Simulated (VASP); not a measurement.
Crystal: MnF2.

```
Mn F
1.0
     4.87380    0.00000    0.00000
     0.00000    4.87380    0.00000
     0.00000    0.00000    3.31070
Mn F
2 4
Cartesian
  2.4369 2.4369 1.6554
  0.0000 0.0000 0.0000
  3.9249 0.9489 1.6554
  3.3858 3.3858 0.0000
  0.9489 3.9249 1.6554
  1.4880 1.4880 0.0000
```

| Quantity | Value |
| --- | --- |
| Program | VASP 6.6.1 |
| Task | relaxation of cell and atoms |
| Functional | PBE |
| Potentials or basis | VASP PAW PBE potentials, release 64 (Mn_GW, F_GW) |
| Cutoff | 630 eV |
| k mesh | 5 × 5 × 6 |
| Occupations | fermi-dirac, width 0.05 eV |
| Spin | collinear spin, ferromagnetic start |
| Starting moments | [4.0, 4.0, 0.0, 0.0, 0.0, 0.0] μB |

At the start: pressure 3.1 GPa; volume 13.11 Å³/atom.

Task: How do energy, volume and symmetry change on relaxing?

Result: Over 9 steps the energy falls by 4.1 meV/atom and the volume is 13.55 Å³/atom (+3.4 %); space group P4_2/mnm (No. 136, to 0.05 Å); moment 10.00 μB per cell.

Step by step:
```csv
step,energy change (eV),largest force (eV/Å),pressure (GPa),volume (Å³)
1,0.0000,0.0372,3.12,78.64
2,-0.0229,0.0150,-0.50,81.58
3,-0.0236,0.0077,0.02,81.13
4,-0.0236,0.0085,-0.03,81.18
5,-0.0240,0.0052,-0.03,81.21
6,-0.0243,0.0017,-0.03,81.25
7,-0.0244,0.0056,-0.06,81.31
8,-0.0244,0.0043,-0.06,81.30
9,-0.0244,0.0041,-0.04,81.30
```

Final structure:
```cif
data_structure
_symmetry_space_group_name_H-M 'P 1'
_symmetry_Int_Tables_number 1
_cell_length_a 4.9396
_cell_length_b 4.9396
_cell_length_c 3.3318
_cell_angle_alpha 90.000
_cell_angle_beta 90.000
_cell_angle_gamma 90.000
_cell_volume 81.30
loop_
_atom_site_label
_atom_site_type_symbol
_atom_site_fract_x
_atom_site_fract_y
_atom_site_fract_z
_atom_site_occupancy
Mn1 Mn 0.50000 0.50000 0.50000 1
Mn2 Mn 0.00000 0.00000 0.00000 1
F1 F 0.80526 0.19474 0.50000 1
F2 F 0.69474 0.69474 0.00000 1
F3 F 0.19474 0.80526 0.50000 1
F4 F 0.30526 0.30526 0.00000 1
```

Caveat: only a ferromagnetic start was run, and an antiferromagnetic order may lie lower in energy.
